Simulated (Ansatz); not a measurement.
# BaZrO3: the cost of one run

Code: Ansatz 0.2.0. PAW datasets, plane waves, zero pressure. Spin-unpolarised throughout; all numbers are computed.

### Step 1. The system as given

This is the cell as the run starts from it, not yet at rest; its lengths are not the crystal's.

Space group Pm-3m (No. 221), cubic; conventional cell a = 4.608 Å, 19.58 Å³ an atom. Ba has 12 O at 3.26 Å; Zr has 6 O at 2.30 Å; O has 2 Zr at 2.30 Å and 4 Ba at 3.26 Å.

As a file:

Space group Pm-3m (No. 221). a = 4.608 Å, b = 4.608 Å, c = 4.608 Å, α = 90.00°, β = 90.00°, γ = 90.00°
| atom | site | symmetry | x | y | z |
| --- | --- | --- | --- | --- | --- |
| Ba | 1a | m-3m | 0.0000 | 0.0000 | 0.0000 |
| Zr | 1b | m-3m | 0.5000 | 0.5000 | 0.5000 |
| O | 3c | 4/mm.m | 0.5000 | 0.5000 | 0.0000 |

### Step 2. Relaxing with PBE

input.yaml reads:

```yaml
crystal:
  lattice:
    - [4.60848358, 0.0, 0.0]
    - [0.0, 4.60848358, 0.0]
    - [0.0, 0.0, 4.60848358]
  atoms:
    - { symbol: Ba, position: [0.0, 0.0, 0.0] }
    - { symbol: Zr, position: [0.5, 0.5, 0.5] }
    - { symbol: O, position: [0.5, 0.5, 0.0] }
    - { symbol: O, position: [0.5, 0.0, 0.5] }
    - { symbol: O, position: [0.0, 0.5, 0.5] }
kpoints:
  mp_grid: { grid: [6, 6, 6] }
hamiltonian:
  xc: pbe
scf:
  occupations: { method: fermi_dirac, width: 0.02 }
relax:
  f_tol: 0.005
  cell: {}
```

Run with:

```
$ ansatz run input.yaml --threads 4 --pin off --max-ram 7372MiB --backend cpu --events-out ev --progress --plain --runs-dir out
```

What time and memory should one allow on 4 threads of Intel Xeon Platinum 8375C at 2.90GHz (Ice Lake), shared host?

About 5.8 s, with a peak of 0.51 GiB.
